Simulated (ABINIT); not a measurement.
# AlN (P6_3mc) in ABINIT: reference runs

How does AlN come out in PBE? The cell is run as given and disturbed.

All numbers are computed with ABINIT 10.8.3 (patched build); they aren't measurements. Logs are shortened: lines on timing, memory, paths and dates and some standing lists are left out, and cuts for length are marked. The log counts tension as positive stress, the text compression.

**Measured values to compare with.**

“Structural and optical properties of self-assembled AlN nanowires grown on SiO2/Si substrates by molecular beam epitaxy”, 2024, arxiv:2402.00216 quotes, for a bulk crystal of AlN at 0 K: band gap 6.0343 eV (an exciton energy, a little under the gap).

The results are compared with them further down.

## 1. The structure

It takes space group P6_3mc (No. 186, hexagonal). Conventional cell: a = 3.113 Å, b = 3.113 Å, c = 4.981 Å, α = 90.00°, β = 90.00°, γ = 120.00°. Al (site symmetry 3m) is surrounded by 4 N at 1.89 Å. N (site symmetry 3m) has 4 Al at 1.89 Å as nearest neighbours.

## 2. Single point, PBE

The input, run.abi:

```
# Pseudopotentials
pp_dirpath "./"
pseudos "Al.GGA_PBE-JTH.xml, N.GGA_PBE-JTH.xml"

# Structure
acell 5.882717426 5.882717426 9.4127258268
rprim
     1.0000000000     0.0000000000     0.0000000000
    -0.5000000000     0.8660254038     0.0000000000
     0.0000000000     0.0000000000     1.0000000000
ntypat 2
znucl 13 7
natom 4
typat 1 1 2 2
xcart
     1.5565000002     0.8986456939     2.4905000000
    -0.0000000002     1.7972913881     0.0000000000
     1.5565000002     0.8986456939     4.3832800000
    -0.0000000002     1.7972913881     1.8927800000 Angstrom

# Plane-wave basis
ecut 707.496042 eV
pawecutdg 48.0

# k points
kptopt 1
ngkpt 10 10 6
nshiftk 1
shiftk 0.0 0.0 0.0

# Exchange and correlation
ixc 11

# Bands and occupations
nband 12
occopt 3
tsmear 0.00183747

# SCF cycle
nstep 100
tolvrs 1.0e-9

# Output
iomode 3
prtwf 0
prteig 0
prtebands 0
enunit 1
prtden 1
prtvha 1
prtvclmb 1
prtpot 1
```

Potentials or basis: JTH PAW PBE v2.0.

Started as:

```bash
> abinit run.abi > log 2>&1
```

run.abo:

```text
.Version 10.8.3 of ABINIT
 Symmetries : space group P6_3 m c (#186); Bravais hP (primitive hexag.)
================================================================================
 Values of the parameters that define the memory need of the present run
     intxc =       0    ionmov =       0      iscf =      17    lmnmax =       8
     lnmax =       4     mgfft =      45  mpssoang =       2    mqgrid =    3001
     natom =       4  nloc_mem =       2    nspden =       1   nspinor =       1
    nsppol =       1      nsym =      12    n1xccc =       1    ntypat =       2
    occopt =       3   xclevel =       2
       mpw =        1800          nfft =       40500          nkpt =          56
 PAW method is used; the additional fine FFT grid is defined by:
   mgfftf=        60    nfftf =     96000
================================================================================
================================================================================

--------------------------------------------------------------------------------
------------- Echo of variables that govern the present computation ------------
--------------------------------------------------------------------------------
 -outvars: echo values of preprocessed input variables --------
            acell      5.8827174260E+00  5.8827174260E+00  9.4127258268E+00 Bohr
              amu      2.69815390E+01  1.40067400E+01
             ecut      2.60000000E+01 Hartree
           enunit           1
                       outvar_i_n : Printing only first  50 k-points.
              ixc          11
                       outvar_i_n : Printing only first  50 k-points.
         kptrlatt       10    0    0      0   10    0      0    0    6
          kptrlen      5.64763550E+01
            natom           4
            nband          12
            ngfft          30      30      45
          ngfftdg          40      40      60
             nkpt          56
            nstep         100
             nsym          12
           ntypat           2
                       prtocc : prtvol=0, do not print more k-points.
           occopt           3
        pawecutdg      4.80000000E+01 Hartree
         pawxcdev           0
        prtebands           0
           prteig           0
           prtpot           1
         prtvclmb           1
           prtvha           1
            prtwf           0
            rprim      1.0000000000E+00  0.0000000000E+00  0.0000000000E+00
                      -5.0000000000E-01  8.6602540380E-01  0.0000000000E+00
                       0.0000000000E+00  0.0000000000E+00  1.0000000000E+00
          spgroup         186
           tolvrs      1.00000000E-09
           tsmear      1.83747000E-03 Hartree
            typat      1  1  2  2
           useylm           1
                       outvars : Printing only first  50 k-points.
           xangst      1.5564999995E+00  8.9864569430E-01  2.4904999983E+00
                       5.2268488550E-10  1.7972913877E+00  0.0000000000E+00
                       1.5564999995E+00  8.9864569430E-01  4.3832799983E+00
                       5.2268488550E-10  1.7972913877E+00  1.8927800000E+00
            xcart      2.9413587140E+00  1.6981942464E+00  4.7063629134E+00
                       9.8773128375E-10  3.3963884912E+00  0.0000000000E+00
                       2.9413587140E+00  1.6981942464E+00  8.2831987300E+00
                       9.8773128375E-10  3.3963884912E+00  3.5768358166E+00
             xred      6.6666666700E-01  3.3333333366E-01  5.0000000000E-01
                       3.3333333367E-01  6.6666666700E-01  0.0000000000E+00
                       6.6666666700E-01  3.3333333366E-01  8.8000000026E-01
                       3.3333333367E-01  6.6666666700E-01  3.8000000026E-01
            znucl       13.00000    7.00000

================================================================================

 chkinp: Checking input parameters for consistency.

================================================================================
== DATASET  1 ==================================================================

--- !DatasetInfo
iteration_state: {dtset: 1, }
dimensions: {natom: 4, nkpt: 56, mband: 12, nsppol: 1, nspinor: 1, nspden: 1, mpw: 1800, }
cutoff_energies: {ecut:  26.0, pawecutdg:  48.0, }
electrons: {nelect:   1.60000000E+01, charge:   0.00000000E+00, occopt:   3.00000000E+00, tsmear:   1.83747000E-03, }
meta: {optdriver: 0, ionmov: 0, optcell: 0, iscf: 17, paral_kgb: 0, }
...

 Exchange-correlation functional for the present dataset will be:
  GGA: Perdew-Burke-Ernzerhof functional - ixc=11
  J.P.Perdew, K.Burke, M.Ernzerhof, PRL 77, 3865 (1996)

 Real(R)+Recip(G) space primitive vectors, cartesian coordinates (Bohr,Bohr^-1):
 R(1)=  5.8827174  0.0000000  0.0000000  G(1)=  0.1699895  0.0981435  0.0000000
 R(2)= -2.9413587  5.0945827  0.0000000  G(2)=  0.0000000  0.1962869  0.0000000
 R(3)=  0.0000000  0.0000000  9.4127258  G(3)=  0.0000000  0.0000000  0.1062392
 Unit cell volume ucvol=  2.8209930E+02 bohr^3
 Angles (23,13,12)=  9.00000000E+01  9.00000000E+01  1.20000000E+02 degrees

 Coarse grid specifications (used for wave-functions):

 getcut: wavevector=  0.0000  0.0000  0.0000  ngfft=  30  30  45
         ecut(hartree)=     26.000   => boxcut(ratio)=   2.03650

 Fine grid specifications (used for densities):

 getcut: wavevector=  0.0000  0.0000  0.0000  ngfft=  40  40  60
         ecut(hartree)=     48.000   => boxcut(ratio)=   2.04386

--- Pseudopotential description ------------------------------------------------
- pspini: atom type   1  psp file is ./Al.GGA_PBE-JTH.xml
 Pseudopotential format is: paw10
 basis_size (lnmax)=  4 (lmn_size=  8), orbitals=   0   0   1   1
 Spheres core radius: rc_sph= 1.90363307
 Shapefunction is SIN type: shapef(r)=[sin(pi*r/rshp)/(pi*r/rshp)]**2
 Radius for shape functions =  1.60786206
 Compensation charge density is not taken into account in XC energy/potential

- pspini: atom type   2  psp file is ./N.GGA_PBE-JTH.xml
 Pseudopotential format is: paw10
 basis_size (lnmax)=  4 (lmn_size=  8), orbitals=   0   0   1   1
 Spheres core radius: rc_sph= 1.20497474
 Shapefunction is SIN type: shapef(r)=[sin(pi*r/rshp)/(pi*r/rshp)]**2
 Radius for shape functions =  1.00243812
 Compensation charge density is not taken into account in XC energy/potential

  -1.78826511E+01                                ecore*ucvol(ha*bohr**3)
--------------------------------------------------------------------------------

================================================================================

--- !BeginCycle
iteration_state: {dtset: 1, }
solver: {iscf: 17, nstep: 100, nline: 4, wfoptalg: 10, }
tolerances: {tolvrs: 1.00E-09, }
...

     iter   Etot(hartree)      deltaE(h)  residm     nres2
 ETOT  1  -24.616668866743    -2.462E+01 5.180E-02 6.657E+01
 ETOT  2  -24.490007676873     1.267E-01 3.263E-02 1.773E+01
 ETOT  3  -24.470880984611     1.913E-02 3.635E-03 1.595E+00
 ETOT  4  -24.471058239467    -1.773E-04 4.402E-03 4.328E-02
 ETOT  5  -24.471037666790     2.057E-05 1.744E-03 2.505E-03
 ETOT  6  -24.471053200510    -1.553E-05 1.498E-03 5.113E-04
 ETOT  7  -24.471053124376     7.613E-08 2.372E-04 9.807E-06
 ETOT  8  -24.471053132148    -7.772E-09 1.798E-04 9.378E-07
 ETOT  9  -24.471053131956     1.921E-10 2.482E-05 1.041E-07
 ETOT 10  -24.471053131862     9.391E-11 1.907E-05 5.780E-09
 ETOT 11  -24.471053131857     5.492E-12 4.074E-06 2.191E-09
 ETOT 12  -24.471053131854     2.672E-12 2.030E-06 5.974E-11

 At SCF step   12       nres2   =  5.97E-11 < tolvrs=  1.00E-09 =>converged.

 Cartesian components of stress tensor (hartree/bohr^3)
  sigma(1 1)= -1.24553860E-04  sigma(3 2)=  0.00000000E+00
  sigma(2 2)= -1.24553860E-04  sigma(3 1)=  0.00000000E+00
  sigma(3 3)= -1.79320089E-04  sigma(2 1)=  0.00000000E+00

--- !ResultsGS
iteration_state: {dtset: 1, }
comment   : Summary of ground state results
lattice_vectors:
- [  5.8827174,   0.0000000,   0.0000000, ]
- [ -2.9413587,   5.0945827,   0.0000000, ]
- [  0.0000000,   0.0000000,   9.4127258, ]
lattice_lengths: [   5.88272,    5.88272,    9.41273, ]
lattice_angles: [ 90.000,  90.000, 120.000, ] # degrees, (23, 13, 12)
lattice_volume:   2.8209930E+02
convergence: {deltae:  2.672E-12, res2:  5.974E-11, residm:  2.030E-06, diffor: null, }
etotal    :  -2.44710531E+01
entropy   :   0.00000000E+00
fermie    :   3.26611269E-01
cartesian_stress_tensor: # hartree/bohr^3
- [ -1.24553860E-04,   0.00000000E+00,   0.00000000E+00, ]
- [  0.00000000E+00,  -1.24553860E-04,   0.00000000E+00, ]
- [  0.00000000E+00,   0.00000000E+00,  -1.79320089E-04, ]
pressure_GPa:   4.2016E+00
xred      :
- [  6.6667E-01,   3.3333E-01,   5.0000E-01, Al]
- [  3.3333E-01,   6.6667E-01,   0.0000E+00, Al]
- [  6.6667E-01,   3.3333E-01,   8.8000E-01,  N]
- [  3.3333E-01,   6.6667E-01,   3.8000E-01,  N]
cartesian_forces: # hartree/bohr
- [ -9.15442653E-29,  -5.28531062E-29,  -2.54079667E-03, ]
- [  9.15442653E-29,   5.28531062E-29,  -2.54079667E-03, ]
- [ -0.00000000E+00,  -0.00000000E+00,   2.54079667E-03, ]
- [ -0.00000000E+00,  -0.00000000E+00,   2.54079667E-03, ]
force_length_stats: {min:   2.54079667E-03, max:   2.54079667E-03, mean:   2.54079667E-03, }
...

 Integrated electronic density in atomic spheres:
 ------------------------------------------------
 Atom  Sphere_radius  Integrated_density
    1        1.90363          0.90104483
    2        1.90363          0.90104483
    3        1.20497          2.62945203
    4        1.20497          2.62945203

================================================================================

 ----iterations are completed or convergence reached----

 Mean square residual over all n,k,spin=   54.749E-10; max=  20.298E-07
 reduced coordinates (array xred) for    4 atoms
       0.666666667000      0.333333333664      0.500000000000
       0.333333333666      0.666666666997      0.000000000000
       0.666666667000      0.333333333664      0.880000000256
       0.333333333666      0.666666666997      0.380000000256
 rms dE/dt=  1.3809E-02; max dE/dt=  2.4174E-02; dE/dt below (all hartree)
    1       0.000000000000      0.000000000000      0.024174431509
    2      -0.000000000000      0.000000000000      0.024174431509
    3       0.000000000000      0.000000000000     -0.023657213435
    4       0.000000000000      0.000000000000     -0.023657213435

 cartesian coordinates (angstrom) at end:
    1      1.55649999947732     0.89864569429687     2.49049999832074
    2      0.00000000052268     1.79729138770313     0.00000000000000
    3      1.55649999947732     0.89864569429687     4.38327999832075
    4      0.00000000052268     1.79729138770313     1.89278000000000

 cartesian forces (hartree/bohr) at end:
    1     -0.00000000000000    -0.00000000000000    -0.00254079667376
    2      0.00000000000000     0.00000000000000    -0.00254079667376
    3     -0.00000000000000    -0.00000000000000     0.00254079667376
    4     -0.00000000000000    -0.00000000000000     0.00254079667376
 frms,max,avg= 1.4669296E-03 2.5407967E-03   0.000E+00  0.000E+00 -2.747E-05 h/b

 cartesian forces (eV/Angstrom) at end:
    1     -0.00000000000000    -0.00000000000000    -0.13065301809007
    2      0.00000000000000     0.00000000000000    -0.13065301809007
    3     -0.00000000000000    -0.00000000000000     0.13065301809007
    4     -0.00000000000000    -0.00000000000000     0.13065301809007
 frms,max,avg= 7.5432555E-02 1.3065302E-01   0.000E+00  0.000E+00 -1.413E-03 e/A
 length scales=  5.882717426000  5.882717426000  9.412725826800 bohr
              =  3.112999997909  3.112999997909  4.980999996641 angstroms
 Fermi (or HOMO) energy (eV) =   8.88755   Average Vxc (eV)= -10.66961
 Eigenvalues (   eV  ) for nkpt=  56  k points:
 kpt#   1, nband= 12, wtk=  0.00167, kpt=  0.0000  0.0000  0.0000 (reduced coord)
  -7.94356   -5.79393    1.24279    6.39520    6.39520    7.04879    7.04879    7.22851
  11.43238   13.87259   17.83273   18.37312
 prteigrs : prtvol=0 or 1, do not print more k-points.

--- !EnergyTerms
iteration_state     : {dtset: 1, }
comment             : Components of total free energy in Hartree
kinetic             :  1.40227670680661E+01
hartree             :  5.72752549049809E+00
xc                  : -7.74381515251792E+00
Ewald energy        : -2.17432241417410E+01
psp_core            : -6.33913334285704E-02
local_psp           : -1.83089557343402E+01
PAW spherical_terms :  3.63804248239126E+00
internal            : -2.44710513210722E+01
'-kT*entropy'       :  1.25327346604707E-15
total_energy        : -2.44710513210722E+01
total_energy_eV     : -6.65891229342919E+02
...

--- !EnergyTermsDC
iteration_state     : {dtset: 1, }
comment             : '"Double-counting" decomposition of free energy'
band_energy         :  1.17231277814373E+00
Ewald energy        : -2.17432241417410E+01
psp_core            : -6.33913334285704E-02
xc_dc               : -4.63321836215167E+00
PAW spherical_terms :  7.96467927323582E-01
internal            : -2.44710531318539E+01
'-kT*entropy'       :  1.25327346604707E-15
total_energy_dc     : -2.44710531318539E+01
total_energy_dc_eV  : -6.65891278616799E+02
...

--- !EnergyTermsWithPAWCore
iteration_state     : {dtset: 1, }
comment             : 'Components of total free energy, including PAW core contributions'
Total energy        : -5.95367406359705E+02
Total energy DC     : -5.95367408170487E+02
Total energy (eV)   : -1.62007724527219E+04
Total energy DC (eV): -1.62007725019957E+04
...

 Cartesian components of stress tensor (hartree/bohr^3)
  sigma(1 1)= -1.24553860E-04  sigma(3 2)=  0.00000000E+00
  sigma(2 2)= -1.24553860E-04  sigma(3 1)=  0.00000000E+00
  sigma(3 3)= -1.79320089E-04  sigma(2 1)=  0.00000000E+00

-Cartesian components of stress tensor (GPa)         [Pressure=  4.2016E+00 GPa]
- sigma(1 1)= -3.66450109E+00  sigma(3 2)=  0.00000000E+00
- sigma(2 2)= -3.66450109E+00  sigma(3 1)=  0.00000000E+00
- sigma(3 3)= -5.27577917E+00  sigma(2 1)=  0.00000000E+00

== END DATASET(S) ==============================================================
================================================================================

 -outvars: echo values of variables after computation  --------
            acell      5.8827174260E+00  5.8827174260E+00  9.4127258268E+00 Bohr
           etotal     -2.4471053132E+01
            fcart     -9.1544265283E-29 -5.2853106203E-29 -2.5407966738E-03
                       9.1544265283E-29  5.2853106203E-29 -2.5407966738E-03
                      -0.0000000000E+00 -0.0000000000E+00  2.5407966738E-03
                      -0.0000000000E+00 -0.0000000000E+00  2.5407966738E-03
            rprim      1.0000000000E+00  0.0000000000E+00  0.0000000000E+00
                      -5.0000000000E-01  8.6602540380E-01  0.0000000000E+00
                       0.0000000000E+00  0.0000000000E+00  1.0000000000E+00
           strten     -1.2455386049E-04 -1.2455386048E-04 -1.7932008932E-04
                       0.0000000000E+00  0.0000000000E+00  0.0000000000E+00
           xangst      1.5564999995E+00  8.9864569430E-01  2.4904999983E+00
                       5.2268488550E-10  1.7972913877E+00  0.0000000000E+00
                       1.5564999995E+00  8.9864569430E-01  4.3832799983E+00
                       5.2268488550E-10  1.7972913877E+00  1.8927800000E+00
             xred      6.6666666700E-01  3.3333333366E-01  5.0000000000E-01
                       3.3333333367E-01  6.6666666700E-01  0.0000000000E+00
                       6.6666666700E-01  3.3333333366E-01  8.8000000026E-01
                       3.3333333367E-01  6.6666666700E-01  3.8000000026E-01
 Calculation completed.
```

Wall time 43 s (1 thread of Arm Neoverse V1, shared host); peak memory 0.14 GiB.

What came out:

```yaml
Free_energy: -665.8913 eV
Pressure: 4.2 GPa
Largest_force: 0.131 eV/Å
Band_gap_on_the_k_mesh: 4.20 eV, direct
Valence_electrons_inside_the_program's_atomic_spheres: Al 0.90; N 2.63
```

Forces in eV/Å, atoms in the order of the input:
```
Al   0.000  0.000 -0.131
Al   0.000  0.000 -0.131
N    0.000  0.000  0.131
N    0.000  0.000  0.131
```

Levels at points of the mesh, in eV from the valence-band top:
| k point | band 6 | band 7 | band 8 | band 9 | band 10 | band 11 |
| --- | --- | --- | --- | --- | --- | --- |
| (0.00, 0.00, 0.00) | -0.18 | -0.18 | 0.00 | 4.20 | 6.64 | 10.60 |
| (0.50, 0.00, 0.00) | -2.07 | -1.77 | -0.66 | 5.81 | 5.81 | 8.18 |
| (0.00, 0.00, 0.50) | -0.52 | -0.52 | -0.52 | 6.45 | 6.45 | 10.32 |
| (0.50, 0.00, 0.50) | -1.44 | -1.35 | -1.35 | 5.31 | 5.31 | 9.27 |

(Part 1 of 2 ends here.)
